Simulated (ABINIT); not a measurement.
The system is NaF (Villiaumite).

```xyz
2
Lattice="0.0000 2.3200 2.3200 2.3200 0.0000 2.3200 2.3200 2.3200 0.0000" Properties=species:S:1:pos:R:3 pbc="T T T"
Na    0.0000    0.0000    0.0000
F     2.3200    2.3200    2.3200
```

* Program: ABINIT 10.8.3 (patched build)
* Task: single point
* Functional: PBE
* Potentials or basis: JTH PAW PBE v2.0
* Cutoff: 1088 eV
* k mesh: 10 × 10 × 10
* Occupations: fermi-dirac, width 0.05 eV
* Spin: no spin polarisation

On this cell: pressure 2.5 GPa; largest force zero by symmetry; band gap on the k mesh 6.27 eV, direct.

The same run follows on a disturbed copy (atoms moved at random, drawn with an rms of 0.05 Å):

```
Na F
1.0
     0.00000    2.32000    2.32000
     2.32000    0.00000    2.32000
     2.32000    2.32000    0.00000
Na F
1 1
Direct
  0.99536 0.00740 0.00911
  0.49935 0.50326 0.48739
```

Q: What changes?

A: The energy moves by +3.1 meV/atom; pressure 2.6 GPa; largest force 0.181 eV/Å; band gap on the k mesh 6.27 eV, direct.

Forces in eV/Å, atoms in the order of the input:
```
Na  -0.149 -0.102  0.000
F    0.149  0.102  0.000
```

Stress tensor (GPa, compression positive):
```
 2.84 -0.08  0.00
-0.08  2.62  0.00
 0.00  0.00  2.44
```

A k mesh can miss the band edges.
